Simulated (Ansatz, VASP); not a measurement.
## CaO in VASP and in Ansatz

Contents of INCAR:

```
ALGO = Normal ; EDIFF = 1E-6
ENCUT = 520 ; GGA = CA
ISIF = 2 ; ISMEAR = 0
LASPH = T ; LCHARG = F
LREAL = F ; LWAVE = F
NBANDS = 15 ; NELM = 100
PREC = Accurate ; SIGMA = 0.05
```

Contents of KPOINTS:

```
k-points
0
Gamma
  8 8 8
```

The input POSCAR:

```
CaO
1.0
    0.0214287500      2.4490000000      2.4490000000
    2.4490000000      0.0214287500      2.4490000000
    2.4704287500      2.4704287500      0.0000000000
Ca O
1 1
Direct
    0.0000000000      0.0000000000      0.0000000000
    0.5000000000      0.5000000000      0.5000000000
```

Input for Ansatz:

```yaml
crystal:
  lattice:
    - [0.02142875, 2.449, 2.449]
    - [2.449, 0.02142875, 2.449]
    - [2.47042875, 2.47042875, 0.0]
  atoms:
    - { symbol: Ca, position: [0.0, 0.0, 0.0] }
    - { symbol: O, position: [0.5, 0.5, 0.5] }
basis:
  ecutwfc: 420
kpoints:
  mp_grid: { grid: [8, 8, 8] }
hamiltonian:
  xc: lda
scf:
  occupations: { method: gaussian, width: 0.05 }
output:
  forces: true
  stress: true
  eigenvalues: true
```

Change from the starting cell: strain +0.0175 x Voigt [0, 0, 0, 0, 0, 1], atoms carried along.

Alike in both runs: task single point; functional LDA; k mesh 8 × 8 × 8; occupations gaussian, width 0.05 eV; no spin polarisation.

|  | VASP | Ansatz |
| --- | --- | --- |
| version | VASP 6.6.1 | Ansatz 0.2.0 |
| potentials or method | VASP PAW LDA potentials, release 64 (Ca_sv, O) | scalar-relativistic, plane waves, PAW |
| plane-wave cutoff (eV) | 520 | 420 |
| valence electrons in the cell | 16 | 16 |

|  | VASP | Ansatz | Ansatz less VASP |
| --- | --- | --- | --- |
| gap on the k mesh at the Fermi level (eV) | 3.45 | 3.47 | +0.024 |
| least direct gap on the mesh (eV) | 3.82 | 3.85 | +0.025 |
| pressure (GPa) | -11.2 | -11.8 | -0.60 |
| largest component of the traceless stress (GPa) | 1.34 | 1.35 | +0.010 |

A k mesh can miss the band edges.
